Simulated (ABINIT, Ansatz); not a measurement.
Given: the input of a run of Ansatz 0.2.0 on CaO. The cell is a database's computed one, not the measured one.

The input input.yaml:

```yaml
crystal:
  lattice:
    - [0.0, 2.403555696, 2.403555696]
    - [2.403555696, 0.0, 2.403555696]
    - [2.403555696, 2.403555696, 0.0]
  atoms:
    - { symbol: Ca, position: [0.0, 0.0, 0.0] }
    - { symbol: O, position: [0.5, 0.5, 0.5] }
kpoints:
  mp_grid: { grid: [10, 10, 10] }
scf:
  occupations: { method: fermi_dirac, width: 0.05 }
hamiltonian:
  xc: pbe
  pseudopotentials: { kind: all_electron, lapw: { basis_error: 0.001 } }
output:
  forces: true
  stress: true
  eigenvalues: true
  populations: true
```

Potentials or basis: all-electron LAPW, scalar-relativistic.

Run with:

```bash
$ ansatz run input.yaml --threads 1 --pin off --max-ram 3072MiB --backend cpu --events-out ev --progress --plain --runs-dir out
```

Problem. Translate it to ABINIT 10.8.3 (patched build). Potentials or basis there: JTH PAW PBE v2.0, cutoff 626 eV.

Solution. As run (cutoffs and basis follow the program's own potentials, and thresholds, step limits or extra output files can differ):

Contents of run.abi:

```
pp_dirpath "./"
pseudos "Ca.GGA_PBE-JTH.xml, O.GGA_PBE-JTH.xml"

structure "poscar:POSCAR"
natom 2

ecut 23.0
pawecutdg 45.0

kptopt 1
ngkpt 10 10 10
nshiftk 1
shiftk 0.0 0.0 0.0

ixc 11

nband 12
occopt 3
tsmear 0.05 eV

nstep 100
tolvrs 1.0e-9

iomode 3
prtwf 0
prtden 0
prteig 0
prtebands 0
```

POSCAR

```
CaO
1.0
    0.0000000000      2.4035556960      2.4035556960
    2.4035556960      0.0000000000      2.4035556960
    2.4035556960      2.4035556960      0.0000000000
Ca O
1 1
Direct
    0.0000000000      0.0000000000      0.0000000000  Ca
    0.5000000000      0.5000000000      0.5000000000  O
```

Potentials or basis: JTH PAW PBE v2.0.

Launch:

```bash
$ abinit run.abi > log 2>&1
```

Both were run:

|  | Ansatz | ABINIT |
| --- | --- | --- |
| Pressure | 1.6 GPa | 1.5 GPa |

Where Ansatz's input types no cutoff or centring, it takes its own default and a Γ-centred mesh.

Pressure is positive in compression.
